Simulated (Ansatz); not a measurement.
A series in volume per atom on Zn

All results are calculated (Ansatz 0.2.0 development build). Equation of state of a cubic crystal from periodic Kohn-Sham density functional theory without spin; pressure corrected for the finite basis.

Cell of the first row (space group Fm-3m, No. 225):
```
Zn
1.0
      0.0000     1.9102     1.9102
      1.9102     0.0000     1.9102
      1.9102     1.9102     0.0000
Zn
1
Direct
  0.00000 0.00000 0.00000
```

Settings of every row: formula Zn; structure type fcc; functional r2SCAN; spin treatment none; k mesh 15x15x15; occupation method fermi-dirac; occupation width 0.1 eV; wave cutoff 700 eV; datasets hard PAW; density cutoff ratio 4; xc grid level 2.

Limits: a cubic model structure, not a phase known at ambient conditions; pseudopotentials made with PBE, not this functional; the SCF threshold is loose for a stress in some rows.

| row | volume per atom (Å³) | pressure (GPa) | energy above lowest point (meV/atom) |
| --- | --- | --- | --- |
| 1 | 13.94 | 2.388 | 2.5 |
| 2 | 14.395 | -0.532 | 0 |
| 3 | 14.85 | -2.934 | 5.03 |
| 4 | 15.304 | -4.906 | 16.24 |
| 5 | 15.759 | ? | ? |

Question: what pressure and energy above lowest point should row 5 give?

Worked fit of pressure. Take u = (V_r/V)^(2/3) − 1 with V_r = 14.622 Å³ an atom, which is twice the finite (Eulerian) strain; such expansions in the strain, on which the Birch-Murnaghan equation of state is built, carry the rest volume and the bulk modulus. The shown rows have u = 0.03236, 0.01049, -0.01026, -0.02993. Least squares give pressure = −1.7896 + 116.077 × u + 401.17 × u² GPa; a straight line predicts inner rows, each left out in turn, worse (root mean square 0.25 against 0.0095 GPa). The rows lie off it by 0.001, -0.004, 0.004, -0.002. The pressure vanishes at u = 0.0147, or V = 14.31 Å³ an atom, and there the bulk modulus at fixed shape and fractions is B = −V dP/dV = (2/3)(1 + u) dP/du = 86.5 GPa. The withheld row has u = -0.0487, so the fit gives −1.7896 + 116.077 × (-0.0487) + 401.17 × (-0.0487)² = -6.491 GPa.

The calculation gave -6.518 GPa. The fit lies 0.027 GPa (0.3 % of the column's range) above it; its largest miss of a shown row is 0.004 GPa. This row lies beyond the range of the fit.

Worked fit of energy above lowest point. Take u = (V_r/V)^(2/3) − 1 with V_r = 14.622 Å³ an atom, which is twice the finite (Eulerian) strain; such expansions in the strain, on which the Birch-Murnaghan equation of state is built, carry the rest volume and the bulk modulus. The shown rows have u = 0.03236, 0.01049, -0.01026, -0.02993. Least squares give energy above lowest point = 1.654 − 240.98 × u + 8244.5 × u² meV/atom; a straight line predicts inner rows, each left out in turn, worse (root mean square 5.1 against 0.077 meV/atom). The rows lie off it by 0.01, -0.03, 0.04, -0.01. The withheld row has u = -0.0487, so the fit gives 1.654 − 240.98 × (-0.0487) + 8244.5 × (-0.0487)² = 32.94 meV/atom.

The calculation gave 32.53 meV/atom. The fit lies 0.41 meV/atom (1.3 % of the value, 1.3 % of the column's range) above it; its largest miss of a shown row is 0.04 meV/atom. This row lies beyond the range of the fit.
